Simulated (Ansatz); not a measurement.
# Bands, cutoff and cost in G0W0 for Ga6AsP5 (zincblende [001] superlattice)

Aim: see how the G0W0 gap of Ga6AsP5 (zincblende [001] superlattice) on PBEsol moves with empty bands and screening cutoff, and what each rung costs.

Method: G0W0 on PBEsol, plane waves, PAW; PAW set soft_1, in Ansatz 0.2.0.

## 1. The starting structure

The cell holds 12 atoms: 6 Ga, 1 As and 5 P. Its edges and angles: a = 3.874 Å, b = 3.874 Å, c = 16.404 Å, α = 90.0°, β = 90.0°, γ = 90.0°. It derives from GaAs. Regions: GaAs, 2 atoms (1 Ga and 1 As); GaP, 10 atoms (5 Ga and 5 P). The structure's axis is c.

The structure was relaxed with PBEsol. The runs that relaxed it are not among those shown.

## 2. 259 empty bands, screening to 60 eV

G0W0 replaces the xc potential by the self-energy, built once from these orbitals. Only a window of levels is corrected, while the sums run over the empty bands that the input names. This step takes PAW set soft_1 files.

input.yaml reads:

```yaml
crystal:
  lattice:
    - [3.8743988236, 0.0, 0.0]
    - [0.0, 3.8743988236, 0.0]
    - [0.0, 0.0, 16.4043047053]
  atoms:
    - { symbol: Ga, position: [0.0, 0.0, 0.0412541376] }
    - { symbol: As, position: [0.5, 0.0, 0.1296876506] }
    - { symbol: Ga, position: [0.5, 0.5, 0.2181211637] }
    - { symbol: P, position: [0.0, 0.5, 0.300410162] }
    - { symbol: Ga, position: [0.0, 0.0, 0.3828148675] }
    - { symbol: P, position: [0.5, 0.0, 0.4651022242] }
    - { symbol: Ga, position: [0.5, 0.5, 0.5473946758] }
    - { symbol: P, position: [0.0, 0.5, 0.6296876506] }
    - { symbol: Ga, position: [0.0, 0.0, 0.7119806254] }
    - { symbol: P, position: [0.5, 0.0, 0.794273077] }
    - { symbol: Ga, position: [0.5, 0.5, 0.8765604337] }
    - { symbol: P, position: [0.0, 0.5, 0.9589651392] }
kpoints:
  mp_grid: { grid: [4, 4, 2] }
hamiltonian:
  xc: pbesol
  pseudopotentials: { kind: paw, azcp: { folder: soft_1 }, xc_functional: pbe }
scf:
  occupations: { method: fixed }
gw:
  n_empty_bands: 259
  ecut_chi: 60
  qp_bands: [v4, c4]
  qp_kpoints: band_edges
  screening: { model: contour_deformation }
```

The run is started by

```
$ ansatz run input.yaml --threads 2 --pin off --max-ram 73728MiB --backend cuda --events-out ev --progress --plain --runs-dir out --devices 1 --max-vram 13GiB
```

Numbers of over 12 decimals in the logs are rounded to 6 here.

Output:

```text
GPUs: using 1 of 1 available (devices: 1).
Engine: ansatz 0.2.0, x86_64-unknown-linux-gnu
Pseudopotentials: kind: paw
Pseudopotential: Ga, paw, valence charge 13, recommended cutoff 420 eV (normal), soft_1/Ga.paw.azcp
Pseudopotential: As, paw, valence charge 15, recommended cutoff 420 eV (normal), soft_1/As.paw.azcp
Pseudopotential: P, paw, valence charge 5, recommended cutoff 420 eV (normal), soft_1/P.paw.azcp
Functional definition: PBEsol
  exchange = pbesol_x
  correlation = pbesol_c
device memory: the entry about to start is reckoned to put 3.0 GiB on a device that reports 44.7 GiB free (of which the cap on the GPU budget leaves the run 13.0 GiB)
GPU FFT provider: cuFFT
GPU libraries: cuBLAS 13.8.2, cuFFT 12.4.0, cuSOLVER 12.3.4
Crystal: 12 atoms, lattice volume = 246.244 Å³
Basis set: ecut = 420 eV, 4847 PW (Γ)
Bands: 71, of which v1, the nominal top of the filled ones, is band 59 counted from 1 (58 counted from 0)
Symmetry: 8 space group operations
Space group: P-4m2 (ITA 115), of the structure as read, at distance tolerance 6.3e-5 Å
k-points: 12 of 32
Non-local potential: Ga, projectors of the file, l = 0: 2, l = 1: 2, l = 2: 3, l = 3: 1
Non-local potential: As, projectors of the file, l = 0: 2, l = 1: 2, l = 2: 3, l = 3: 1
Non-local potential: P, projectors of the file, l = 0: 2, l = 1: 2, l = 2: 1
PAW form: soft (Blöchl's): semilocal exchange-correlation on the pseudo side does not see the compensation charge
PAW frozen core: Ga, regenerated for the run's functional, and the local potential with it (the file was generated under x = pbe(κ = 0.804, μ = 0.219515), c = pbe(β = 0.066725))
PAW frozen core: As, regenerated for the run's functional, and the local potential with it (the file was generated under x = pbe(κ = 0.804, μ = 0.219515), c = pbe(β = 0.066725))
PAW frozen core: P, regenerated for the run's functional, and the local potential with it (the file was generated under x = pbe(κ = 0.804, μ = 0.219515), c = pbe(β = 0.066725))
PAW one-centre angular grid: Ga, 590 points (default); XC on 64 Gauss nodes
PAW one-centre angular grid: As, 590 points (default); XC on 64 Gauss nodes
PAW one-centre angular grid: P, 110 points (default); XC on 64 Gauss nodes
Initial density: superposition of atomic densities (chi_scale 0.1, normalization cell, long waves kept (reshape's long-wave potential 0.44 eV rms))
Initial wavefunctions: pseudopotential atomic-orbital guess
GPU buffer pool allocated for 87480 grid points (all kernels)
GPU transforms: local potential and band sums: pruned to the plane-wave sphere, on 25×25×120
Functional: x = pbesol(κ = 0.804, μ = 0.123457), c = pbesol(β = 0.046)
SCF iter   1: F=—  HF=-30977.967209 eV  |F-HF|=—  |Δ(HF+E_count)|=         —  Δρ=4.53e-2  dr2=5.14e0  ethr=3.10e-3  ⟨swp⟩=5.7  Hψ=2924  notcnv=0  defer=93
preconditioner: auto → Resta (q_TF=auto, 2.413 Å⁻¹)  ε∞=4.2  [insulator: Δε(μ)=0.933 eV  Ē_g=13.774 eV  n_scr=60 (ndim 8)  ℏωp=24.6 eV  f_vac=0.000  ε∞_Penn≈4.2]
SCF iter   2: F=—  HF=-30977.074790 eV  |F-HF|=—  |Δ(HF+E_count)|=   8.92e-1  Δρ=2.63e-2  dr2=1.17e0  ethr=3.10e-3  ⟨swp⟩=2.7  Hψ=1120  notcnv=0  defer=99
SCF iter   3: F=—  HF=-30976.863714 eV  |F-HF|=—  |Δ(HF+E_count)|=   2.11e-1  Δρ=5.58e-3  dr2=1.85e-1  ethr=9.94e-4  ⟨swp⟩=3.2  Hψ=1663  notcnv=0  defer=103
SCF iter   4: F=—  HF=-30976.822465 eV  |F-HF|=—  |Δ(HF+E_count)|=   4.12e-2  Δρ=1.89e-3  dr2=1.46e-2  ethr=1.57e-4  ⟨swp⟩=3.2  Hψ=1558  notcnv=0  defer=118
SCF iter   5: F=—  HF=-30976.822092 eV  |F-HF|=—  |Δ(HF+E_count)|=   3.73e-4  Δρ=1.19e-3  dr2=3.04e-3  ethr=1.24e-5  ⟨swp⟩=2.2  Hψ=1628  notcnv=0  defer=119
SCF iter   6: F=—  HF=-30976.823689 eV  |F-HF|=—  |Δ(HF+E_count)|=   1.60e-3  Δρ=3.31e-4  dr2=4.95e-4  ethr=2.58e-6  ⟨swp⟩=2.2  Hψ=1453  notcnv=0  defer=120
SCF iter   7: F=—  HF=-30976.823878 eV  |F-HF|=—  |Δ(HF+E_count)|=   1.90e-4  Δρ=6.27e-5  dr2=7.45e-6  ethr=4.20e-7  ⟨swp⟩=2.0  Hψ=1515  notcnv=0  defer=120
SCF iter   8: F=—  HF=-30976.823893 eV  |F-HF|=—  |Δ(HF+E_count)|=   1.46e-5  Δρ=2.84e-5  dr2=1.41e-6  ethr=6.32e-9  ⟨swp⟩=2.8  Hψ=1518  notcnv=0  defer=116
SCF iter   9: F=—  HF=-30976.823896 eV  |F-HF|=—  |Δ(HF+E_count)|=   2.99e-6  Δρ=1.20e-5  dr2=3.24e-7  ethr=1.20e-9  ⟨swp⟩=2.0  Hψ=1491  notcnv=0  defer=116
SCF iter  10: F=-30976.823896 eV  HF=-30976.823896 eV  |F-HF|=5.59e-8  |Δ(HF+E_count)|=   3.09e-7  Δρ=4.22e-6  dr2=4.12e-8  ethr=8.47e-11  ⟨swp⟩=12.8  Hψ=3811  notcnv=0
SCF 1 converged in 10 iterations: F = -30976.823896 eV  dr2 = 4.12e-8
  greatest PAW one-centre occupation: 0.999 electrons in one spin orbital (limit 2), on the As atom at site 1 (counted from 0), in its partial waves of l = 2
device memory: the entry about to start is reckoned to put 3.6 GiB (of the 3.7 GiB reckoned in all, the device holds 0.1 GiB already) on a device that reports 44.6 GiB free (of which the cap on the GPU budget leaves the run 12.9 GiB)
NSCF: frozen V_eff on 12 k-points
the band table was solved once the SCF had ended and its energy, with any forces and stress, was formed, with the checks that follow a solve (3823 applications of the Hamiltonian). They found nothing against the state; the energy, forces and stress were not computed again (output.eigenvalues in the input reference)
device memory: the entry about to start is reckoned to put 3.9 GiB on a device that reports 44.7 GiB free (of which the cap on the GPU budget leaves the run 13.0 GiB)
NSCF: frozen V_eff on 12 k-points
G₀W₀ screening: q 1/12
[... further progress lines ...]
SCF converged after 10 iterations
Free energy (F): -30976.823896 eV
Harris-Foulkes:  -30976.823896 eV  (|F-HF|=5.59e-8)
Internal energy: -30976.823896 eV  (E = F + TS)
E sigma→0 (E₀):  -30976.823896 eV
Fermi energy:    7.242418 eV
--- Per-component energies (eV) ---
  E_band       = -620.973786
  E_kinetic    = 1114.722917
  E_local      = -13021.047794  (includes V_loc(G=0)·N_el)
  E_nonlocal   = -779.433563
  E_hartree    = 7690.758955
  E_xc         = -808.719698
  E_vxc        = -716.732401  (∫ρ·V_xc dr)
  E_paw        = -16402.774264  (= ΣΔE_a)
  E_vpaw       = -2600.001378  (= ΣTr[D̂ρ^β])
  E_aug_tail   = -0.001381  (compensation charges beyond the density's cutoff)
  E_ewald      = -8776.703853
  E_core_change = 6.374786  (= ΣΔE_core)
  E_smearing   = -0.000000  (= −TS)
  E_closure    = 0.000000  (closes the sum)
  Σ components = -30976.823896   (vs F -30976.823896, Δ=0.00e0)
--- Band table (eV; the first three rows and the last of 12) ---
  k-point 0: bands = [... 55 lower, 6.2807, 7.2080, 7.2424, 7.2424, 8.6244, 8.7195, 8.7243, 8.8153, ... 8 higher]
  k-point 1: bands = [... 55 lower, 6.7837, 6.7837, 7.0020, 7.0020, 8.5894, 8.5930, 9.1209, 9.1364, ... 8 higher]
  k-point 2: bands = [... 55 lower, 6.3749, 6.3874, 6.4320, 6.9941, 9.1519, 9.2300, 9.2738, 9.5929, ... 8 higher]
  k-point 11: bands = [... 55 lower, 4.2566, 4.2600, 4.2600, 4.3638, 9.0749, 9.2213, 9.2416, 9.3792, ... 8 higher]
--- G₀W₀: contour deformation, 6 samples at zero and on the imaginary axis and 1 off it, 32 q-points, 259 empty bands' worth ---
  eigenvalues of the whole cell's RPA ε∞ on this k-mesh (on a slab, of 1 + 4πα/V) = 11.6710, 15.1219, 15.1219; static W/v taken at q = 0 is 0.061566
  bands read: the sum over 318 bands ends inside a degenerate multiplet in 3 slots, whose members it reads at an even weight; the widest, k=0: bands 318 to 319 (counted from 1) at 1/2 each
  gw.qp_kpoints: band_edges: 8 of 12 stored k-points solved, in 1 pass; an edge of the gap read off the rows below is read off those points alone
    valence top: of the k-points left out ik 6 came nearest to being solved in a further pass, in band 59 (counted from 1, as in the quasiparticle table): it holds the edge there only if its correction is more favourable than any solved in that band by at least 1.173 eV; those differ by 0.120 eV
    conduction bottom: of the k-points left out ik 6 came nearest to being solved in a further pass, in band 60 (counted from 1, as in the quasiparticle table): it holds the edge there only if its correction is more favourable than any solved in that band by at least 0.662 eV; those differ by 0.368 eV
    ik  band        ε_KS         Σx   Σc(E_QP)       V_xc       Z   E_QP_lin       E_QP  E_QP is
     0    56      6.2807   -16.4172     1.8417   -14.3741  0.7633     6.0789     6.0794  root
     0    57      7.2080   -16.8064     1.2640   -15.4214  0.7723     7.0869     7.0870  root
     0    58      7.2424   -17.1274     1.5565   -15.4187  0.7707     7.0900     7.0902  root
     0    59      7.2424   -17.1274     1.5565   -15.4187  0.7707     7.0900     7.0902  root
     0    60      8.6244    -6.9396    -3.6891   -10.9231  0.7896     8.9198     8.9188  root
     0    61      8.7195    -7.5388    -3.7135   -11.6724  0.7849     9.1418     9.1396  root
     0    62      8.7243    -9.6170    -3.6227   -13.8723  0.7829     9.3617     9.3569  root
     0    63      8.8153    -8.8234    -3.6552   -13.0494  0.7858     9.3901     9.3861  root
     1    56      6.7837   -16.8474     1.6826   -14.9874  0.7656     6.6060     6.6063  root
     1    57      6.7837   -16.8474     1.6826   -14.9874  0.7656     6.6060     6.6063  root
     1    58      7.0020   -16.7544     1.5906   -15.0052  0.7704     6.8431     6.8434  root
     1    59      7.0020   -16.7544     1.5906   -15.0052  0.7704     6.8431     6.8434  root
     1    60      8.5894    -7.1508    -3.6689   -11.1524  0.7886     8.9235     8.9221  root
     1    61      8.5930    -7.4070    -3.6705   -11.4516  0.7872     8.9688     8.9671  root
     1    62      9.1209    -7.3396    -3.8273   -11.5825  0.7832     9.5387     9.5364  root
     1    63      9.1364    -7.4385    -3.8139   -11.7014  0.7826     9.5881     9.5854  root
     2    56      6.3749   -16.6180     1.8543   -14.5692  0.7638     6.1799     6.1804  root
     2    57      6.3874   -16.3772     1.5515   -14.6726  0.7670     6.2340     6.2343  root
     2    58      6.4320   -16.3523     1.5414   -14.6569  0.7676     6.2778     6.2780  root
     2    59      6.9941   -16.9713     1.6616   -15.1512  0.7693     6.8353     6.8356  root
     2    60      9.1519    -8.2280    -3.7485   -12.4694  0.7826     9.6480     9.6448  root
     2    61      9.2300    -8.8571    -3.7060   -13.1315  0.7819     9.8025     9.7983  root
     2    62      9.2738    -9.1864    -3.6850   -13.4782  0.7814     9.8853     9.8805  root
     2    63      9.5929    -7.8246    -3.9055   -12.1988  0.7787    10.0648    10.0615  root
[...]
11    56      4.2566   -15.5914     2.4357   -12.8824  0.7390     3.9817     3.9832  root
    11    57      4.2600   -15.7465     2.4329   -13.0287  0.7394     3.9734     3.9751  root
    11    58      4.2600   -15.7465     2.4329   -13.0287  0.7394     3.9734     3.9751  root
    11    59      4.3638   -15.4473     2.2647   -12.9100  0.7468     4.0896     4.0912  root
    11    60      9.0749    -7.3235    -3.6086   -11.2360  0.7894     9.3799     9.3788  root
    11    61      9.2213    -7.1716    -3.6701   -11.1275  0.7884     9.5081     9.5071  root
    11    62      9.2416    -7.2339    -3.6598   -11.1811  0.7887     9.5300     9.5290  root
    11    63      9.3792    -7.1035    -3.6823   -11.0445  0.7891     9.6388     9.6379  root
```

The job ended after 25 s (1 × NVIDIA H100 80GB HBM3 (shared by 6 runs) with 2 threads of AMD EPYC 7R13 (Zen 3), shared host; peak memory 1.6 GiB; 30 s of CPU time).

The column dr2 measures how far the density is from self-consistency, as an energy; F and HF (Harris–Foulkes) agree once it is small.

This step gave:

```yaml
bands_summed: 318
rpa_eps_infinity_on_this_mesh_eigenvalues: 11.67, 15.12, 15.12
plane_waves_in_the_screening_matrix: 281
q_points_in_the_mesh: 32
g0w0_gap_on_the_mesh: 1.766 eV
k_of_the_valence_top: 0, 0, 0
k_of_the_conduction_bottom: -0.5, -0.5, 0
starting_gap_on_the_mesh: 1.347 eV
z_at_the_valence_top: 0.7707
z_at_the_conduction_bottom: 0.7938
least_direct_g0w0_gap_on_the_computed_points: 1.829 eV
```

The gap on the mesh goes from 1.35 eV to 1.77 eV, a correction of +0.42 eV. Between the two edge states, bare exchange in place of the xc potential would open the gap by 5.50 eV, and correlation takes back 5.08 eV.

## 3. 1027 empty bands, screening to 150 eV

Another rung: the empty bands reach about as high as the screening cutoff, so the two stay in balance.

Edit input.yaml of step 2 so:

```diff
@@ -26,4 +26,4 @@
 gw:
-  n_empty_bands: 259
-  ecut_chi: 60
+  n_empty_bands: 1027
+  ecut_chi: 150.0
   qp_bands: [v4, c4]
```

Output:

```text
GPUs: using 1 of 1 available (devices: 1).
[...]
GPU FFT provider: cuFFT
GPU libraries: cuBLAS 13.8.2, cuFFT 12.4.0, cuSOLVER 12.3.4
Crystal: 12 atoms, lattice volume = 246.244 Å³
Basis set: ecut = 420 eV, 4847 PW (Γ)
Bands: 71, of which v1, the nominal top of the filled ones, is band 59 counted from 1 (58 counted from 0)
[... 1 set-up line as in the run before ...]
[...]
k-points: 12 of 32
[...]
GPU buffer pool allocated for 87480 grid points (all kernels)
[...]
SCF iter   1: F=—  HF=-30977.967209 eV  |F-HF|=—  |Δ(HF+E_count)|=         —  Δρ=4.53e-2  dr2=5.14e0  ethr=3.10e-3  ⟨swp⟩=5.7  Hψ=2924  notcnv=0  defer=93
[...]
SCF iter  10: F=-30976.823896 eV  HF=-30976.823896 eV  |F-HF|=5.59e-8  |Δ(HF+E_count)|=   3.09e-7  Δρ=4.22e-6  dr2=4.12e-8  ethr=8.47e-11  ⟨swp⟩=12.8  Hψ=3811  notcnv=0
SCF 1 converged in 10 iterations: F = -30976.823896 eV  dr2 = 4.12e-8
[...]
NSCF: frozen V_eff on 12 k-points
[...]
G₀W₀ screening: q 1/12
[... further progress lines ...]
SCF converged after 10 iterations
Free energy (F): -30976.823896 eV
[...]
Internal energy: -30976.823896 eV  (E = F + TS)
E sigma→0 (E₀):  -30976.823896 eV
Fermi energy:    7.242418 eV
[...]
--- Band table (eV; the first three rows and the last of 12) ---
  k-point 0: bands = [... 55 lower, 6.2807, 7.2080, 7.2424, 7.2424, 8.6244, 8.7195, 8.7243, 8.8153, ... 8 higher]
  k-point 1: bands = [... 55 lower, 6.7837, 6.7837, 7.0020, 7.0020, 8.5894, 8.5930, 9.1209, 9.1364, ... 8 higher]
  k-point 2: bands = [... 55 lower, 6.3749, 6.3874, 6.4320, 6.9941, 9.1519, 9.2300, 9.2738, 9.5929, ... 8 higher]
  k-point 11: bands = [... 55 lower, 4.2566, 4.2600, 4.2600, 4.3638, 9.0749, 9.2213, 9.2416, 9.3792, ... 8 higher]
[...]
0    56      6.2807   -16.4172     1.4673   -14.3741  0.7606     5.7000     5.7050  root
     0    57      7.2080   -16.8064     0.8578   -15.4214  0.7682     6.6781     6.6808  root
     0    58      7.2424   -17.1274     1.1489   -15.4187  0.7669     6.6791     6.6827  root
     0    59      7.2424   -17.1274     1.1489   -15.4187  0.7669     6.6791     6.6827  root
     0    60      8.6244    -6.9396    -3.8994   -10.9231  0.7887     8.7085     8.7084  root
     0    61      8.7195    -7.5388    -3.9757   -11.6724  0.7837     8.8777     8.8774  root
     0    62      8.7243    -9.6170    -4.0140   -13.8723  0.7807     8.9663     8.9656  root
     0    63      8.8153    -8.8234    -4.0044   -13.0494  0.7843     9.0375     9.0370  root
[...]
11    60      9.0749    -7.3235    -3.8375   -11.2360  0.7887     9.1499     9.1498  root
    11    61      9.2213    -7.1716    -3.8894   -11.1275  0.7872     9.2878     9.2878  root
    11    62      9.2416    -7.2339    -3.8816   -11.1811  0.7876     9.3072     9.3071  root
    11    63      9.3792    -7.1035    -3.8908   -11.0445  0.7882     9.4295     9.4294  root
```

It took 98 s on 1 × NVIDIA H100 80GB HBM3 (shared by 6 runs) with 2 threads; peak memory 4.3 GiB.

This step gave:

| Quantity | Value |
| --- | --- |
| bands summed | 1086 |
| RPA ε∞ on this mesh (eigenvalues) | 11.62, 15.06, 15.06 |
| plane waves in the screening matrix | 1029 |
| q-points in the mesh | 32 |
| G0W0 gap on the mesh | 1.969 eV |
| k of the valence top | 0, 0, 0 |
| k of the conduction bottom | -0.5, -0.5, 0 |
| starting gap on the mesh | 1.347 eV |
| Z at the valence top | 0.7669 |
| Z at the conduction bottom | 0.7932 |
| least direct G0W0 gap on the computed points | 2.026 eV |

Against the run with 4×4×2 mesh, 259 empty bands, screening to 60 eV, PAW set soft_1 files, the gap moves by +0.20 eV.

## 4. Convergence and cost

Times are wall times on 1 × NVIDIA H100 80GB HBM3 (shared by 6 runs) with 2 threads of AMD EPYC 7R13 (Zen 3), shared host, good to a factor of about two.

| mesh | files | frequency | bands summed | cutoff (eV) | start (eV) | G0W0 (eV) | time | host memory (GiB) |
| --- | --- | --- | --- | --- | --- | --- | --- | --- |
| 4×4×2 | PAW set soft_1 | contour deformation | 318 | 60 | 1.347 | 1.766 | 25 s | 1.6 |
| 4×4×2 | PAW set soft_1 | contour deformation | 1086 | 150 | 1.347 | 1.969 | 98 s | 4.3 |

How the two edges are built up, in eV (the quasiparticle level is the starting level plus Σx plus Σc less Vxc):

| run | edge | start | Σx | Σc | Vxc | Z | QP |
| --- | --- | --- | --- | --- | --- | --- | --- |
| 318 bands | valence top | 7.24 | -17.13 | 1.56 | -15.42 | 0.77 | 7.09 |
| 318 bands | conduction bottom | 8.59 | -7.06 | -3.53 | -10.85 | 0.79 | 8.86 |
| 1086 bands | valence top | 7.24 | -17.13 | 1.15 | -15.42 | 0.77 | 6.68 |
| 1086 bands | conduction bottom | 8.59 | -7.06 | -3.73 | -10.85 | 0.79 | 8.65 |

## 5. Results

- 318 bands, 60 eV: 1.766 eV
- 1086 bands, 150 eV: 1.969 eV
- estimated limit in bands and cutoff: 2.05 eV
- mesh and start: 4×4×2, PBEsol

In words: A line in one over the bands through the two rungs gives 2.05 eV, +0.08 eV from the top rung; with two points alone it is an unchecked estimate. The rungs stand 0.29 eV (318 bands) and 0.08 eV (1086 bands) from it. From 318 to 1086 bands the gap moves by +0.20 eV while the time grows 3.9-fold. Σc changes by −0.41 eV at the valence top and −0.20 eV at the conduction bottom, so both edges matter. The 4×4×2 mesh is coarse for this cell (its supercell is 15 Å along the shortest edge). The RPA ε∞ on it, from the PBEsol start, is 11.62 and 15.06; such meshes misread the long-range screening, most where the gap is narrow. The many-body steps are scalar-relativistic: spin-orbit coupling is not in them.

[Paths, hosts, dates, memory and timing lines, banners, echoed tables and standing remarks are left out of the program output.]

[Logs are printed without paths, hosts, clocks, repeated set-up lines and the standing remarks that a program may print on its own settings, such as how far it seeks lower states.]

[Runs of the session that timed out or met a known fault of the program may be left out.]

[Cells called generated may have been cut or substituted from an entry of the Crystallography Open Database or the Materials Project.]

[Hosts, paths, dates, database ids (printed as entryN), source tags and the programs' standing remarks are cut or masked in the printed files.]
